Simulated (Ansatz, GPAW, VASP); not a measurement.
**TiCo: energy against volume and a worked fit**

It takes space group Pm-3m (No. 221, cubic). Conventional cell: a = 2.986 Å, b = 2.986 Å, c = 2.986 Å, α = 90.00°, β = 90.00°, γ = 90.00°. Around Co (site symmetry m-3m) lie 8 Ti at 2.59 Å. Around Ti (site symmetry m-3m) lie 8 Co at 2.59 Å.

The cell comes from a database or a generator and needn't be the stable form of this composition.

The cell was scaled at fixed shape and fractions and run with GPAW, GPAW PAW data sets (gpaw-data 1.2.1), cutoff 600 eV; PBE, k mesh 9 × 9 × 9 on the cell of 2 atoms, fermi-dirac occupations of 0.05 eV, collinear spin, ferromagnetic start, no spin-orbit coupling. Energies are those that the program minimises, any entropy of the smearing included. For a metal such a mesh isn't converged to the digits shown. The magnetic state is the one that the start led to, which needn't be the lowest.

```csv
V (Å³/atom),energy over the lowest row (meV/atom)
12.5146,28.16
12.7808,12.28
13.0471,?
13.3134,0.00
13.5796,2.34
13.8459,9.58
14.1122,21.35
```

Problem. Fit the third-order Birch-Murnaghan form, give V0, B0 and B′, and predict the energy left open.

Solution. With y = (V0/V)^(2/3), E = E0 + (9 V0 B0/16) [(y - 1)³ B′ + (y - 1)² (6 - 4y)]. Least squares through the rows shown give V0 = 13.3281 Å³/atom, E0 = -0.02 meV, B0 = 163.5 GPa (1 eV/Å³ = 160.218 GPa) and B′ = 4.07, with a largest miss of 0.02 meV. At V = 13.0471 the form with these constants gives 3.11 meV; the run gave 3.01 meV an atom. Other set-ups at this level, from all their volumes (Å³/atom, GPa): Ansatz, Ansatz PAW (earlier soft set): V0 13.269, B0 163.8; Ansatz, all-electron LAPW, scalar-relativistic: V0 13.273, B0 164.5; VASP, PBE PAW files Co, Ti_sv, 520 eV: V0 13.225, B0 161.9.

The curve is that of a fairly stiff intermetallic, and it's steeper on compression than on expansion: 28.16 meV/atom at the smallest volume against 21.35 at the largest. Squeezing the cell raises the kinetic energy and the overlap repulsion quickly, while stretching it weakens the bonding more gradually. The stiffness itself probably owes much to Ti–Co d–d hybridisation, with the bonding states largely filled, as is usual for this type of ordered alloy.

The omitted point is missed by more than any fitted row. With four constants and only six energies, the small residuals therefore understate the error of interpolation, and B′ is less certain than its digits suggest. The four set-ups agree closely on volume and stiffness, but the smallest V0, 13.225 Å³/atom, comes with the lowest B0, 161.9 GPa. The spread is thus not simply the usual stiffening at smaller volume, and may partly reflect the treatment of the cores. Uniform scaling tests only the response to hydrostatic pressure, leaving resistance to shear open.
